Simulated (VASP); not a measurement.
# Ge in VASP: one cell, several levels of theory

Ge in the diamond structure, under -5.0 % biaxial strain in x and y, free along z is computed at one geometry. Runs: PBE, r2SCAN.

Program: VASP 6.6.1. PAW datasets, plane waves. Spin-unpolarised throughout; all numbers are computed.

## 1. The system as given

The cell comes from an earlier relaxation with r2SCAN in another program, then strained, with the atoms relaxed again.

The symmetry is I4_1/amd (No. 141, tetragonal); a = 3.811 Å, c = 5.869 Å in the conventional setting, 21.31 Å³ an atom. Ge has 4 Ge at 2.41 Å.

As a file:

```xyz
2
Lattice="0.0000 2.6950 2.9343 2.6950 0.0000 2.9343 2.6950 2.6950 0.0000" Properties=species:S:1:pos:R:3 pbc="T T T"
Ge    0.0000    0.0000    0.0000
Ge    1.3475    1.3475    1.4672
```

## 2. PBE at this geometry

File INCAR:

```
ENCUT = 520.000000
SIGMA = 0.020000
EDIFF = 1.00e-07
GGA = PE
PREC = Accurate
IBRION = -1
ISIF = 2
ISMEAR = -1
NBANDS = 21
NELM = 120
NSW = 0
LASPH = .TRUE.
LCHARG = .FALSE.
LWAVE = .FALSE.
LREAL = .FALSE.
```

File KPOINTS:

```
KPOINTS created by Atomic Simulation Environment
0
Gamma
8 8 8
0 0 0
```

File KPOINTS_OPT:

```
special points
7
Reciprocal
0.0000000000 0.0000000000 0.0000000000 1
0.5000000000 0.0000000000 0.5000000000 1
0.6250000000 0.2500000000 0.6250000000 1
0.3750000000 0.3750000000 0.7500000000 1
0.5000000000 0.5000000000 0.5000000000 1
0.5000000000 0.2500000000 0.7500000000 1
0.0000000000 0.0000000000 0.5000000000 1
```

File POSCAR:

```
Ge
 1.0000000000000000
     0.0000000000000000    2.6950298364999998    2.9343236711000000
     2.6950298364999998    0.0000000000000000    2.9343236711000000
     2.6950298364999998    2.6950298364999998    0.0000000000000000
 Ge
   2
Cartesian
  0.0000000000000000  0.0000000000000000  0.0000000000000000
  1.3475149182499997  1.3475149182499997  1.4671618355500000
```

Potentials: the recommended PBE PAW datasets, 28 valence electrons in the neutral cell.

The run is started by

```bash
$ mpirun -np 1 vasp_std
```

## 3. Single point with r2SCAN

File INCAR:

```
ENCUT = 520.000000
SIGMA = 0.020000
EDIFF = 1.00e-07
ALGO = Normal
METAGGA = R2SCAN
PREC = Accurate
IBRION = -1
ISIF = 2
ISMEAR = -1
NBANDS = 21
NELM = 120
NSW = 0
LASPH = .TRUE.
LCHARG = .TRUE.
LELF = .TRUE.
LWAVE = .FALSE.
LREAL = .FALSE.
```

KPOINTS is that of step 2.

KPOINTS_OPT is that of step 2.

POSCAR is that of step 2.

What does the calculation give? Wanted: for each run, gap; pressure.

The runs gave:

```
 level  gap (eV)  pressure (GPa)
   PBE     -0.04            8.71
r2SCAN      0.15            5.79
```

A negative gap is an overlap of bands.

**Reading.** The gap runs from -0.04 eV (PBE) to 0.15 eV (r2SCAN). The pressure is highest with PBE (8.7 GPa) and lowest with r2SCAN (5.8 GPa), which orders the cells that they would relax to.
